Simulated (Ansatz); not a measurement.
SiO2 (started from an entry of an open crystallographic database), relaxed with r2SCAN. It is tetragonal, P4_32_12 (No. 96); a = 4.979 Å, c = 6.915 Å in the conventional setting, 14.29 Å³ an atom. Si is surrounded by 4 O at 1.61 Å; O is surrounded by 2 Si at 1.61 Å.

```
Si O
1.0
     4.97918    0.00000    0.00000
     0.00000    4.97918    0.00000
     0.00000    0.00000    6.91496
Si O
4 8
Cartesian
  3.9956 3.9956 3.4575
  3.4732 1.5060 1.7287
  0.9836 0.9836 0.0000
  1.5060 3.4732 5.1862
  1.3037 1.9455 5.6602
  0.5440 3.7933 3.9315
  3.6755 3.0336 2.2027
  4.4351 1.1859 0.4740
  3.7933 0.5440 2.9835
  3.0336 3.6755 4.7122
  1.1859 4.4351 6.4410
  1.9455 1.3037 1.2547
```

4 runs of Ansatz on this cell differ in the functional (and in the settings that go with it). Levels are in eV from each run's valence top; v1 is the last filled band, c1 the first empty one.

Run A, mean stress 0.0 GPa (compression positive):
```
point     v2     v1     c1     c2
    Γ  -0.33   0.00   7.51  10.76
    X  -0.52  -0.52   9.65   9.65
    M  -0.56  -0.56  10.63  10.63
```

Run B, mean stress 0.0 GPa (compression positive):
```
point     v2     v1    c1    c2
    Γ  -0.31   0.00  6.35  9.65
    X  -0.50  -0.50  8.46  8.46
    M  -0.54  -0.54  9.46  9.46
```

Run C, mean stress -0.1 GPa (compression positive):
```
point     v2     v1     c1     c2
    Γ  -0.33   0.00   8.28  11.54
    X  -0.52  -0.52  10.42  10.42
    M  -0.56  -0.56  11.41  11.41
```

Run D, mean stress +4.7 GPa (compression positive):
```
point     v2     v1    c1    c2
    Γ  -0.31   0.00  5.73  8.84
    X  -0.49  -0.49  7.77  7.77
    M  -0.53  -0.53  8.74  8.74
```

Q: Match the runs to PBE, r2SCAN, HSE06, PBE0.

A: A is HSE06, B is r2SCAN, C is PBE0, D is PBE. In order of the gap: PBE 5.73, r2SCAN 6.35, HSE06 7.51, PBE0 8.28 eV.

Calculated for a static, non-magnetic cell.

The stress of a hybrid is loosely converged in these runs.

The meshes of the hybrids are coarse, so their gaps aren't converged to the digits shown.
